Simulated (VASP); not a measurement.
GaSe:

```
Ga Se
1.0
     3.74200    0.00000    0.00000
    -1.87100    3.24067    0.00000
     0.00000    0.00000   15.91900
Ga Se
4 4
Direct
  0.33333 0.66667 0.17700
  0.66667 0.33333 0.67700
  0.33333 0.66667 0.32300
  0.66667 0.33333 0.82300
  0.33333 0.66667 0.60000
  0.66667 0.33333 0.10000
  0.33333 0.66667 0.90000
  0.66667 0.33333 0.40000
```

| Item | Value |
| --- | --- |
| Program | VASP 6.6.1 |
| Task | relaxation of cell and atoms |
| Functional | LDA |
| Potentials or basis | VASP PAW LDA potentials, release 64 (Ga_d, Se) |
| Cutoff | 600 eV |
| k mesh | 12 × 12 × 2 |
| Occupations | gaussian, width 0.03 eV |
| Spin | no spin polarisation |

At the start: pressure -1.7 GPa; volume 24.13 Å³/atom.

Task: How do energy, volume and symmetry change on relaxing?

Result: Over 16 steps the energy falls by 18.1 meV/atom and the volume is 23.53 Å³/atom (-2.5 %); space group P6_3/mmc (No. 194, to 0.05 Å).

The path:
```tsv
step	energy change (eV)	largest force (eV/Å)	pressure (GPa)	volume (Å³)
1	0.0000	1.2233	-1.67	193.04
2	-0.0839	0.6005	1.81	186.09
3	-0.1401	0.0780	0.32	188.77
4	-0.1401	0.1007	0.25	188.85
5	-0.1421	0.0510	-0.14	189.85
6	-0.1422	0.0476	-0.12	189.91
7	-0.1422	0.0411	-0.19	190.05
8	-0.1429	0.0348	-0.04	189.74
9	-0.1429	0.0385	0.01	189.72
10	-0.1429	0.0358	0.00	189.74
11	-0.1432	0.0326	0.00	189.63
12	-0.1433	0.0308	-0.02	189.56
13	-0.1437	0.0249	0.00	189.41
14	-0.1442	0.0137	-0.02	189.12
15	-0.1447	0.0089	-0.02	188.54
16	-0.1448	0.0050	0.03	188.20
```

Final structure:
```
Ga Se
1.0
     3.71393    0.00000    0.00000
    -1.85697    3.21636    0.00000
     0.00000    0.00000   15.75510
Ga Se
4 4
Direct
  0.33333 0.66667 0.17364
  0.66667 0.33333 0.67364
  0.33333 0.66667 0.32636
  0.66667 0.33333 0.82636
  0.33333 0.66667 0.59964
  0.66667 0.33333 0.09964
  0.33333 0.66667 0.90036
  0.66667 0.33333 0.40036
```
